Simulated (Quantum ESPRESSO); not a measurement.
GaSb:

```
Sb Ga
1.0
     0.00000    3.05900    3.05900
     3.05900    0.00000    3.05900
     3.05900    3.05900    0.00000
Sb Ga
1 1
Direct
  0.75000 0.75000 0.75000
  0.00000 0.00000 0.00000
```

Program: Quantum ESPRESSO 7.5. Alike in all runs: task band structure; cell as given; k mesh 8 × 8 × 8; smearing fermi-dirac 0.05 eV.

**Question.** Order these runs on this cell by their pressure, lowest first.
A. level PBE; potentials or basis PseudoDojo 0.4 FR PBE standard; spin SOC, no magnetisation; cutoff (eV) 1088
B. level LDA; potentials or basis PseudoDojo 0.4.1 SR LDA standard; spin off; cutoff (eV) 1143; form of the LDA correlation PW92
C. level PBEsol; potentials or basis PseudoDojo 0.4.1 SR PBEsol standard; spin off; cutoff (eV) 1088

**Answer.** B (-1.8 GPa), C (-0.2 GPa), A (2.4 GPa).

Not every run made on this cell is shown here.
